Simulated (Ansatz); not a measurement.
# V: the change of pressure with volume per atom

All results are calculated (Ansatz 0.2.0). Periodic Kohn-Sham DFT of a crystal at fixed atoms; pressure and stress are positive in compression; the energy is the free energy less that of spherical unpolarised free atoms; site moments are those in the method's own spheres, positive along +z.

Cell of the first row (space group Fd-3m, No. 227):
```
cell vectors (Å)
   0.0000     2.6871     2.6871
   2.6871     0.0000     2.6871
   2.6871     2.6871     0.0000
atoms (fractions of the cell vectors)
V   0.00000  0.00000  0.00000
V   0.25000  0.25000  0.25000
```

Settings of every row: method frozen-core PAW; functional PBE; relativity scalar; k mesh 10x10x10; filling fermi-dirac; smearing width 0.08 eV; wave cutoff 420 eV; paw set soft_2.

Atom:
| element | start moment (bohr magneton) |
| --- | --- |
| V | 1.5 |
| V | 1.5 |

Limits: some atoms lie unusually close (a squeezed, shaken or made-up cell).

| row | volume per atom (Å³) | pressure (GPa) | cell moment (bohr magneton) |
| --- | --- | --- | --- |
| 1 | 19.403 | 3.327 | 3.618 |
| 2 | 19.914 | 1.588 | 3.688 |
| 3 | 20.424 | 0.007 | 3.742 |
| 4 | 20.935 | ? | ? |
| 5 | 21.445 | -2.684 | 3.824 |

Question: what pressure should row 4 give?

Worked fit of pressure. Take u = (V_r/V)^(2/3) − 1 with V_r = 20.169 Å³ an atom, which is twice the finite (Eulerian) strain; such expansions in the strain, on which the Birch-Murnaghan equation of state is built, carry the rest volume and the bulk modulus. The shown rows have u = 0.02615, 0.00852, -0.00834, -0.04007. Least squares give pressure = 0.7765 + 93.174 × u + 169.56 × u² GPa; a straight line predicts inner rows, each left out in turn, worse (root mean square 0.12 against 0.011 GPa). The rows lie off it by -0.002, 0.005, -0.004, 0.001 (root mean square 0.0034 GPa). The pressure vanishes at u = -0.0085, or V = 20.43 Å³ an atom, and there the bulk modulus at fixed shape and fractions is B = −V dP/dV = (2/3)(1 + u) dP/du = 59.7 GPa. The withheld row has u = -0.02454, so the fit gives 0.7765 + 93.174 × (-0.02454) + 169.56 × (-0.02454)² = -1.408 GPa.

The calculation gave -1.416 GPa. The fit lies 0.008 GPa (0.13 % of the column's range) above it; its largest miss of a shown row is 0.005 GPa.

The other values of row 4: cell moment 3.786 bohr magneton.
